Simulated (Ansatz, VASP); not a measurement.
This is a calculation of V for VASP 6.6.1. 

INCAR

```
PREC = Accurate ; ENCUT = 600
EDIFF = 1E-6 ; ISMEAR = -1
SIGMA = 0.05 ; LREAL = F
LASPH = T ; NELM = 150
ALGO = Normal ; ISIF = 3
LWAVE = F ; LCHARG = F
ISPIN = 2 ; MAGMOM = 2
LORBIT = 11 ; LMAXMIX = 4
GGA = PS ; IVDW = 13
IBRION = 2 ; NSW = 40
EDIFFG = -0.01
```

Contents of KPOINTS:

```
regular mesh
0
Gamma
  12 12 12
```

POSCAR

```
V
1.0
   -1.5143500000      1.5143500000      1.5143500000
    1.5143500000     -1.5143500000      1.5143500000
    1.5143500000      1.5143500000     -1.5143500000
V
1
Direct
    0.0000000000      0.0000000000      0.0000000000
```

Potentials or basis: VASP PAW PBE potentials, release 64 (V_sv).

Command:

```bash
$ cat potpaw_PBE.64/V_sv/POTCAR > POTCAR
$ mpirun -np 1 vasp_std > vasp.out
```

Problem. Set up the same calculation for Ansatz 0.2.0. Potentials or basis there: Ansatz PAW, cutoff 420 eV.

Solution. As run (cutoffs and basis follow the program's own potentials, and thresholds, step limits or extra output files can differ):

input.yaml

```yaml
crystal:
  lattice:
    - [-1.51435, 1.51435, 1.51435]
    - [1.51435, -1.51435, 1.51435]
    - [1.51435, 1.51435, -1.51435]
  atoms:
    - { symbol: V, position: [0.0, 0.0, 0.0], spin: 2.0 }
hamiltonian:
  xc: pbesol
  pseudopotentials: { kind: paw }
  dispersion: d4
magnetization:
  spin_polarized: true
kpoints:
  mp_grid: { grid: [12, 12, 12] }
scf:
  occupations: { method: fermi_dirac, width: 0.05 }
output:
  forces: true
  stress: true
relax:
  f_tol: 0.01
  max_steps: 40
  cell: { stress_tol: 0.05 }
```

Potentials or basis: Ansatz PAW.

Launch:

```console
$ ansatz run input.yaml --threads 2 --pin off --max-ram 5120MiB --backend cpu --events-out ev --progress --plain --runs-dir out
```

Both were run:

|  | VASP | Ansatz |
| --- | --- | --- |
| Relaxed volume | 12.79 Å³/atom | 12.79 Å³/atom |
| Relaxed cell | a = 2.552 Å, b = 2.552 Å, c = 2.552 Å, α = 109.47°, β = 109.47°, γ = 109.47° | a = 2.552 Å, b = 2.552 Å, c = 2.552 Å, α = 109.47°, β = 109.47°, γ = 109.47° |
| Space group after relaxing | Im-3m (No. 229) | Im-3m (No. 229) |
| Pressure after relaxing | 0.0 GPa | 0.0 GPa |
| Net moment | 0.00 μB per cell | 0.00 μB per cell |

Ansatz's pressure holds a Pulay term of +0.07 GPa for its cutoff of 420 eV, which the other run lacks.

VASP's potentials were made for PBE. Ansatz's potentials were made for PBE.

Where Ansatz's input types no cutoff or centring, it takes its own default and a Γ-centred mesh.

The magnetic state is the one that the start led to; the real crystal's order can differ.

Pressure is positive in compression.
